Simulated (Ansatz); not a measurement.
TePb:

```
CELL_PARAMETERS angstrom
4.00229 0.00000 0.00000
0.00000 4.00229 0.00000
0.00000 0.00000 4.00229
ATOMIC_POSITIONS crystal
Pb 0.00000 0.00000 0.00000
Te 0.50000 0.50000 0.50000
```

Measurements of this composition are mostly on another form, of space group No. 225.

* Program: Ansatz 0.2.0
* Task: relaxation of cell and atoms
* Functional: BLYP
* Potentials or basis: Ansatz PAW
* Cutoff: 420 eV (not typed: the program's choice for these potentials)
* k mesh: 7 × 7 × 7
* Occupations: fermi-dirac, width 0.05 eV
* Spin: no spin polarisation

At the start: volume 32.05 Å³/atom.

Question: Where does the relaxation end?

Answer: It ends after 3 steps and the volume is 35.09 Å³/atom (+9.5 %); space group Pm-3m (No. 221, to 0.05 Å).

The path:
```csv
step,energy change (eV),largest force (eV/Å),volume (Å³)
1,0.0000,0.0000,64.11
2,-0.0632,0.0000,70.18
3,-0.0641,0.0000,70.18
```

Final structure:
```cif
data_structure
_symmetry_space_group_name_H-M 'P 1'
_symmetry_Int_Tables_number 1
_cell_length_a 4.1248
_cell_length_b 4.1248
_cell_length_c 4.1248
_cell_angle_alpha 90.000
_cell_angle_beta 90.000
_cell_angle_gamma 90.000
_cell_volume 70.18
loop_
_atom_site_label
_atom_site_type_symbol
_atom_site_fract_x
_atom_site_fract_y
_atom_site_fract_z
_atom_site_occupancy
Pb1 Pb 0.00000 0.00000 0.00000 1
Te1 Te 0.50000 0.50000 0.50000 1
```

Caveat: the plane-wave basis is chosen anew once the cell has moved, so the energies of steps on either side of that aren't comparable; the PAW data sets come from PBE, with cores solved anew for the run's functional, which leaves a small shift of forces and pressure.
